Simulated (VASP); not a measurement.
Crystal: BaTiO3.

```
Ba Ti O
1.0
     3.96714    0.00000    0.00000
     0.00000    3.96714    0.00000
     0.00000    0.00000    4.06567
Ba Ti O
1 1 3
Direct
  0.00000 0.00000 0.99860
  0.50000 0.50000 0.48193
  0.50000 0.50000 0.02910
  0.50000 0.00000 0.51669
  0.00000 0.50000 0.51669
```

Base run:

```yaml
Program: VASP 6.6.1
Functional: PBEsol
Potentials_or_basis: VASP PAW PBE potentials, release 64 (Ba_sv, Ti_sv, O)
Cutoff: 520 eV
k_mesh: 8 × 8 × 8
Occupations: gaussian, width 0.03 eV
Spin: no spin polarisation
```

Its results: band gap on the k mesh 1.76 eV, indirect (least direct gap 2.19 eV); pressure 0.1 GPa; largest force 0.004 eV/Å.

Question: The run is repeated on the same cell with these changes: functional from PBEsol to r2SCAN; further incar settings from ALGO = Fast; EDIFF = 1e-06; NBANDS = 28 to ALGO = Normal; EDIFF = 1e-06; NBANDS = 28. What comes out?

Answer: Band gap on the k mesh 2.21 eV, indirect (least direct gap 2.65 eV); pressure 3.5 GPa; largest force 0.091 eV/Å.

Caveats: the PAW data sets were made with another functional, which shifts forces and pressure a little; spin-orbit coupling is left out, which moves the levels of the heavy elements.
